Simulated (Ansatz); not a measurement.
Si2Mo:

```
Mo Si
1.0
    -1.60000    1.60000    3.93050
     1.60000   -1.60000    3.93050
     1.60000    1.60000   -3.93050
Mo Si
1 2
Direct
  0.00000 0.00000 0.00000
  0.66700 0.66700 0.00000
  0.33300 0.33300 0.00000
```

Base run:

```yaml
Program: Ansatz 0.2.0
Functional: PBE
Potentials_or_basis: Ansatz PAW
Cutoff: "420 eV (not typed: the program's choice for these potentials)"
k_mesh: 12 × 12 × 12
Occupations: fermi-dirac, width 0.05 eV
Spin: no spin polarisation
Hubbard_terms: Mo d U = 6 eV
```

Its results: band gap on the k mesh none (metal or under the smearing width); pressure 1.2 GPa; largest force 0.692 eV/Å.

Problem. The run is repeated on the same cell with these changes: hubbard terms from Mo d U = 6 eV to none; hubbard projectors from ortho-atomic (the default) to none. What comes out?

Solution. Band gap on the k mesh none (metal or under the smearing width); pressure 2.2 GPa; largest force 0.279 eV/Å.

Caveats: the density of states is complete only up to the lowest level of the last band computed; U without spin polarisation on a metal has little footing (some runs); the U is typed as a test and isn't derived for this compound (some runs).
